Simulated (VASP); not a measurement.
# HfC: single point with RPBE

HfC:

```
Hf C
1.0
     0.00000    2.32500    2.32500
     2.32500    0.00000    2.32500
     2.32500    2.32500    0.00000
Hf C
1 1
Direct
  0.50000 0.50000 0.50000
  0.00000 0.00000 0.00000
```

```
Program             : VASP 6.6.1
Task                : single point
Functional          : RPBE
Potentials or basis : VASP PAW PBE potentials, release 64 (Hf_pv, C)
Cutoff              : 520 eV
k mesh              : 10 × 10 × 10
Occupations         : gaussian, width 0.1 eV
Spin                : no spin polarisation
```

- Pressure: 3.5 GPa
- Band gap on the k mesh: none (metal or under the smearing width)

Levels at points of the mesh, in eV from the Fermi level:
```csv
k point,band 3,band 4,band 5,band 6,band 7,band 8,band 9,band 10,band 11
"(0.00, 0.00, 0.00)",-29.65,-12.40,0.96,0.96,0.96,1.38,1.38,1.38,3.36
"(0.50, 0.00, 0.00)",-29.72,-8.69,-6.18,-3.02,-3.02,5.31,5.31,5.78,6.48
"(0.50, 0.50, 0.00)",-29.88,-10.51,-2.65,-1.79,-0.15,-0.15,5.28,6.73,6.73
```

Wall time 9.6 s on 1 thread of Intel(R) Xeon(R) Platinum 8488C (Sapphire Rapids) (shared host), peak memory 0.14 GiB.

Caveat: the PAW data sets were made with another functional, which shifts forces and pressure a little. The run has no spin-orbit coupling, so splittings on Hf are missing.
